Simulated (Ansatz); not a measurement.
# Cu: the cost of one run

Method: DFT PBE, scalar-relativistic, plane waves, PAW, in Ansatz 0.2.0.

### 1 The structure to begin with

It takes space group Cmce (No. 64, orthorhombic). Conventional cell: a = 3.845 Å, b = 6.517 Å, c = 3.850 Å, α = 90.00°, β = 90.00°, γ = 90.00°. Around Cu (site symmetry m) lie 7 Cu at 2.08 to 2.38 Å.

Structure file:

```
Cu
1.0
     1.92253   -3.25834    0.00000
     1.92253    3.25834    0.00000
     0.00000    0.00000    3.85018
Cu
4
Cartesian
  1.9225 2.2645 0.3022
  1.9225 -0.9938 1.6229
  1.9225 -2.2645 3.5479
  1.9225 0.9938 2.2273
```

(A quick probe on a coarse mesh, which set the mesh and smearing, is not shown.)

### 3 A loose first relaxation

File input.yaml:

```yaml
crystal:
  lattice:
    - [1.9225321094, -3.2583353959, 0.0]
    - [1.9225321094, 3.2583353959, 0.0]
    - [0.0, 0.0, 3.8501788098]
  atoms:
    - { symbol: Cu, position: [0.1525, 0.8475, 0.0785] }
    - { symbol: Cu, position: [0.6525, 0.3475, 0.4215] }
    - { symbol: Cu, position: [0.8475, 0.1525, 0.9215] }
    - { symbol: Cu, position: [0.3475, 0.6525, 0.5785] }
basis:
  ecutwfc: 420
kpoints:
  mp_grid: { grid: [6, 6, 4] }
hamiltonian:
  xc: pbe
scf:
  occupations: { method: gaussian, width: 0.1 }
  lower_state_search: "off"
output:
  forces: true
  stress: true
  eigenvalues: true
relax:
  adjacent_minimum: "off"
  f_tol: 0.04
  max_steps: 70
  cell: { stress_tol: 0.4 }
```

**Question.** How long does this run take on 1 thread of an x86-64 CPU, shared host, and how much memory does it need?

About 2.7 min, with a peak of 0.49 GiB.
